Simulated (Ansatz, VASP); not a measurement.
Na2S: VASP beside Ansatz

File POSCAR:

```
Na2S
1.0
    0.0000000000      3.2554286299      3.2554286299
    3.2554286299      0.0000000000      3.2554286299
    3.2554286299      3.2554286299      0.0000000000
Na S
2 1
Direct
    0.2500000000      0.2500000000      0.2500000000
    0.7500000000      0.7500000000      0.7500000000
    0.0000000000      0.0000000000      0.0000000000
```

The input INCAR.step1:

```
  PREC = Accurate
  ENCUT = 520
  EDIFF = 1E-5
  ISMEAR = 0
  SIGMA = 0.01
  LREAL = F
  LASPH = T
  NELM = 100
  ALGO = Normal
  ISIF = 2
  LWAVE = T
  LCHARG = F
  GGA = PE
  NBANDS = 17
```

File INCAR.step2:

```
  PREC = Accurate
  ENCUT = 520
  EDIFF = 1E-6
  ISMEAR = 0
  SIGMA = 0.01
  LREAL = F
  LASPH = T
  NELM = 100
  ALGO = Normal
  ISIF = 2
  LWAVE = F
  LCHARG = F
  GGA = PE
  LHFCALC = T
  HFSCREEN = 0.2079
  PRECFOCK = Normal
  ISTART = 1
  NBANDS = 17
```

Contents of KPOINTS:

```
Automatic mesh
0
Gamma
  4 4 4
```

Input for Ansatz:

```yaml
crystal:
  lattice:
    - [0.0, 3.2554286299, 3.2554286299]
    - [3.2554286299, 0.0, 3.2554286299]
    - [3.2554286299, 3.2554286299, 0.0]
  atoms:
    - { symbol: Na, position: [0.25, 0.25, 0.25] }
    - { symbol: Na, position: [0.75, 0.75, 0.75] }
    - { symbol: S, position: [0.0, 0.0, 0.0] }
kpoints:
  mp_grid: { grid: [4, 4, 4] }
  band_path:
    path:
      - [0.0, 0.0, 0.0]
      - [0.5, 0.0, 0.5]
      - [0.625, 0.25, 0.625]
      - [0.375, 0.375, 0.75]
      - [0.5, 0.5, 0.5]
      - [0.5, 0.25, 0.75]
    npoints: 1
hamiltonian:
  xc: hse06
scf:
  occupations: { method: fixed }
  n_extra_bands: 4
output:
  forces: true
  stress: true
  eigenvalues: true
  write_density: true
  write_potential: true
  elf: true
  volumetric_format: npy
```

Alike in both runs: task single point; functional HSE06; k mesh 4 × 4 × 4; no spin polarisation.

|  | VASP | Ansatz |
| --- | --- | --- |
| version | VASP 6.6.1 | Ansatz 0.2.0 |
| potentials or method | VASP PAW PBE potentials, release 64 (Na_pv, S) | plane waves, PAW |
| plane-wave cutoff (eV) | 520 | 420 |
| occupations | gaussian, width 0.01 eV | fixed |
| valence electrons in the cell | 20 | 24 |

```csv
,VASP,Ansatz,Ansatz less VASP
gap on the k mesh at the Fermi level (eV),3.52,3.53,+0.008
pressure (GPa),0.2,0.2,-0.06
```

The two sets of potentials don't hold the same shells in valence. Ansatz warned: «stress_exchange_threshold_loose».

Caveats: the PAW data sets were made with another functional, which shifts forces and pressure a little (VASP).
